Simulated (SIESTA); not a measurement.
Crystal: C.

```
C
1.0
     2.52210    0.00000    0.00000
    -1.26105    2.18420    0.00000
     0.00000    0.00000   12.35570
C
12
Direct
  0.66667 0.33333 0.35417
  0.33333 0.66667 0.85417
  0.66667 0.33333 0.14583
  0.33333 0.66667 0.64583
  0.66667 0.33333 0.47917
  0.33333 0.66667 0.97917
  0.66667 0.33333 0.02083
  0.33333 0.66667 0.52083
  0.00000 0.00000 0.81250
  0.00000 0.00000 0.31250
  0.00000 0.00000 0.68750
  0.00000 0.00000 0.18750
```

This is a hexagonal form of diamond, not graphite.

Base run:

```yaml
Program: SIESTA 5.4.2
Functional: RPBE
Potentials_or_basis: PseudoDojo 0.4 standard (PBE files)
Basis: DZP (energy shift 0.003 Ry)
Grid_cutoff: 500 Ry
Energy_shift: 0.003 Ry
k_mesh: 12 × 12 × 3
Occupations: fermi-dirac, width 0.05 eV
Spin: no spin polarisation
```

Its results: band gap on the k mesh 4.60 eV, indirect (least direct gap 5.41 eV); pressure 12.9 GPa; largest force 0.340 eV/Å.

Task: After a change of settings the same cell gave: band gap on the k mesh 4.47 eV, indirect (least direct gap 5.37 eV); pressure 8.5 GPa; largest force 0.347 eV/Å. Which change was it?
A. functional from RPBE to PBEsol; potentials or basis from PseudoDojo 0.4 standard (PBE files) to PseudoDojo 0.4 standard (PBEsol files)
B. functional from RPBE to BLYP
C. functional from RPBE to vdW-DF-cx

Result: C.

Caveats: the potentials were made for another functional, which shifts forces and pressure; the basis of atomic orbitals isn't converged, which shifts pressures, moduli and gaps.
